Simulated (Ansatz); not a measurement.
Here is an Ansatz 0.2.0 calculation.

File input.yaml:

```yaml
crystal:
  lattice:
    - [1.8807968987, 1.0858785957, 3.5140619945]
    - [-1.8807968987, 1.0858785957, 3.5140619945]
    - [0.0, -2.1717571915, 3.5140619945]
  atoms:
    - { symbol: As, position: [0.226, 0.226, 0.226] }
    - { symbol: As, position: [0.774, 0.774, 0.774] }
kpoints:
  mp_grid: { grid: [7, 7, 7] }
  band_path:
    path:
      - [0.0, 0.0, 0.0]
      - [0.5, 0.0, 0.0]
      - [0.5, 0.2303245873, -0.2303245873]
    npoints: 10
scf:
  occupations: { method: fermi_dirac, width: 0.05 }
hamiltonian:
  xc: pbesol
  pseudopotentials: { kind: all_electron, lapw: { basis_error: 0.001 } }
magnetization:
  noncollinear: true
  spin_orbit: true
output:
  forces: true
  stress: true
  eigenvalues: true
```

Potentials or basis: all-electron LAPW, relativistic spinors.

Run with:

```sh
$ ansatz run input.yaml --threads 1 --pin off --max-ram 3072MiB --backend cpu --events-out ev --progress --plain --runs-dir out
```

Task: Predict the pressure.

Result: 0.2 GPa.

Task: Predict the band gap along the path.

Result: None (metal or under the smearing width).

Task: What does it give for the largest force?

Result: 0.330 eV/Å.

Forces on the atoms (eV/Å):
```
As   0.000  0.000  0.330
As   0.000  0.000 -0.330
```

Caveat: the k mesh is thin for a metal, which can move the energy by tens of meV per atom.
